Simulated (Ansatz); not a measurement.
**AlN, one cell by several methods**

```
CELL_PARAMETERS angstrom
0.00000 1.97800 2.03734
1.97800 0.00000 2.03734
1.97800 1.97800 0.00000
ATOMIC_POSITIONS crystal
Al 0.00000 0.00000 0.00000
N 0.50000 0.50000 0.50000
```

Atoms are numbered in the order listed.

The geometry is COD entry 1523095, unchecked; take it as a test cell. The listed cell was then made from it by scaling, straining or moving an atom.

Methods: DFT, LDA, PAW with Ansatz's default frozen-core files, scalar-relativistic (Ansatz 0.2.0); DFT, LDA, all-electron LAPW, scalar-relativistic (Ansatz 0.2.0).

For PAW: a Γ-centred 10×10×10 k mesh, Fermi–Dirac smearing of 0.02 eV, cutoff 420 eV, no spin polarisation; the PAW files were made with PBE, and the program remakes their frozen cores for this functional. LAPW targets a basis error of 1 meV/atom. The Ansatz runs share mesh, smearing and spin set-up. Plane-wave (PAW) pressures include the program's estimate of the Pulay term.

Stress and pressure are positive in compression.

PAW results:

| quantity | PAW |
| --- | --- |
| pressure (GPa) | 3.81 |
| stress xx (GPa) | 6.92 |
| stress zz (GPa) | -2.41 |
| band gap (eV) | 4.602 |

What does all-electron LAPW give for the same quantities?


```
       quantity   LAPW
 pressure (GPa)   3.86
stress xx (GPa)   6.99
stress zz (GPa)  -2.40
  band gap (eV)  4.582
```
